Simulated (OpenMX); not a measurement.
Runs of OpenMX 3.8.5 on Al. The structure is cubic, space group Pm-3m (No. 221). The conventional cell has a = 2.647 Å, b = 2.647 Å, c = 2.647 Å, α = 90.00°, β = 90.00°, γ = 90.00°. Around Al (site symmetry m-3m) lie 6 Al at 2.65 Å. The cell was built by a generator and needn't be a form met in nature.

| cell | gap on the mesh (eV) | pressure (GPa) |
| --- | --- | --- |
| Pm-3m, 18.55 Å³/atom | none | 5.3 |
| Pm-3m, 17.74 Å³/atom | none | 9.4 |
| Pm-3m, 20.16 Å³/atom | none | (a) |
| Pm-3m, 20.97 Å³/atom | none | (b) |
| Pm-3m, 19.36 Å³/atom | none | 2.0 |

Alike in all rows: task single point; level PBE; potentials or basis OpenMX 2013 PBE set, Al7.0-s2p2d1, grid cutoff 300 Ry; no spin polarisation; k mesh 7 × 7 × 7; smearing fermi-dirac 0.05 eV.

Fill in the values left out.

(a) -0.8; (b) -2.9.

Caveats: the basis of atomic orbitals isn't converged, which shifts pressures, moduli and gaps.

A gap of «none» marks a metal or a gap under the smearing width.
